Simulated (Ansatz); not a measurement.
Input of an Ansatz 0.2.0 run:

Contents of input.yaml:

```yaml
crystal:
  lattice:
    - [3.2274645616, 0.0, 0.0]
    - [-1.6137322808, 2.7950663001, 0.0]
    - [0.0, 0.0, 6.31247342]
  atoms:
    - { symbol: Mo, position: [-0.005971, -0.018267, 0.499297] }
    - { symbol: S, position: [0.655641, 0.322237, 0.748237] }
    - { symbol: S, position: [0.333808, 0.686877, 0.252564] }
kpoints:
  mp_grid: { grid: [9, 9, 4] }
scf:
  occupations: { method: fermi_dirac, width: 0.05 }
hamiltonian:
  xc: pbesol
  pseudopotentials: { kind: all_electron, lapw: { basis_error: 0.001 } }
output:
  forces: true
  stress: true
  eigenvalues: true
  populations: true
```

Potentials or basis: all-electron LAPW, scalar-relativistic.

Launch:

```bash
$ ansatz run input.yaml --threads 2 --pin off --max-ram 8192MiB --backend cpu --events-out ev --progress --plain --runs-dir out
```

Problem. Estimate the pressure.

Solution. -4.8 GPa.

Problem. Predict the largest force.

Solution. 0.556 eV/Å.

Problem. Estimate the band gap on the k mesh.

Solution. None (metal or under the smearing width).

Stress tensor (GPa, compression positive):
```
-4.67 -0.42 -0.65
-0.42 -6.47  2.72
-0.65  2.72 -3.30
```
